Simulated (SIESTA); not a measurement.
Crystal: Ni.

```
Ni
1.0
     0.00000    1.73757    1.73757
     1.73757    0.00000    1.73757
     1.73757    1.73757    0.00000
Ni
1
Direct
  0.00000 0.00000 0.00000
```

Base run:

```yaml
Program: SIESTA 5.4.2
Functional: LDA
Potentials_or_basis: PseudoDojo 0.4 standard (LDA files)
Basis: DZP (energy shift 0.003 Ry; two zetas on semicore shells)
Grid_cutoff: 800 Ry
Energy_shift: 0.003 Ry
k_mesh: 13 × 13 × 13
Occupations: fermi-dirac, width 0.05 eV
Spin: collinear spin, ferromagnetic start
Starting_moments: "[1.0] μB"
```

Its results: band gap on the k mesh none (metal or under the smearing width); pressure -10.6 GPa; net moment 0.62 μB per cell; site moments Ni +0.62 μB.

The run is repeated on the same cell with these changes: functional from LDA to PBE; potentials or basis from PseudoDojo 0.4 standard (LDA files) to PseudoDojo 0.4 standard (PBE files). What comes out?

Band gap on the k mesh none (metal or under the smearing width); pressure 8.4 GPa; net moment 0.63 μB per cell; site moments Ni +0.63 μB.

Caveats: short orbitals over semicore shells can move pressures by several GPa; the basis of atomic orbitals isn't converged, which shifts pressures, moduli and gaps.

Not every run made on this cell is shown here.
